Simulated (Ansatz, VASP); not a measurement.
# Pt: VASP beside Ansatz

The input INCAR:

```
SYSTEM = Pt
PREC = Accurate
ENCUT = 520
EDIFF = 1E-7
ISMEAR = -1
SIGMA = 0.05
LREAL = .FALSE.
LASPH = .TRUE.
NELM = 100
ALGO = Normal
ISIF = 2
LWAVE = .FALSE.
LCHARG = .FALSE.
GGA = PS
NBANDS = 11
```

KPOINTS

```
regular mesh
0
G
  12 12 12
  0 0 0
```

The input POSCAR:

```
Pt
1.0
    0.0000000000      1.9477392008      1.9477392008
    1.9477392008      0.0000000000      1.9477392008
    1.9477392008      1.9477392008      0.0000000000
Pt
1
Direct
    0.0000000000      0.0000000000      0.0000000000
```

Contents of input.yaml:

```yaml
crystal:
  lattice:
    - [0.0, 1.9477392008, 1.9477392008]
    - [1.9477392008, 0.0, 1.9477392008]
    - [1.9477392008, 1.9477392008, 0.0]
  atoms:
    - { symbol: Pt, position: [0.0, 0.0, 0.0] }
hamiltonian:
  xc: pbesol
  pseudopotentials: { kind: paw }
kpoints:
  mp_grid: { grid: [12, 12, 12] }
scf:
  occupations: { method: fermi_dirac, width: 0.05 }
output:
  forces: true
  stress: true
  eigenvalues: true
```

Change from the starting cell: volume scaled by 0.98.

Alike in both runs: task single point; functional PBEsol; k mesh 12 × 12 × 12; occupations fermi-dirac, width 0.05 eV; no spin polarisation.

```csv
,VASP,Ansatz
version,VASP 6.6.1,Ansatz 0.2.0
potentials or method,"VASP PAW PBE potentials, release 64 (Pt)",Ansatz PAW
plane-wave cutoff (eV),520,420
valence electrons in the cell,10,18
```

Ansatz gave:

```
gap on the k mesh at the Fermi level (eV) : none
pressure (GPa)                            : 5.4
```

Question: Estimate VASP's values.

Answer: gap on the k mesh at the Fermi level (eV): none; pressure (GPa): 5.0.

A gap of «none» marks a metal or a gap that the smearing closes. The two sets of potentials don't hold the same shells in valence.

Caveats: the PAW data sets were made with another functional, which shifts forces and pressure a little (VASP); the PAW data sets come from PBE, with cores solved anew for the run's functional, which leaves a small shift of forces and pressure (Ansatz). Spin-orbit coupling is left out, which matters for the levels of Pt.
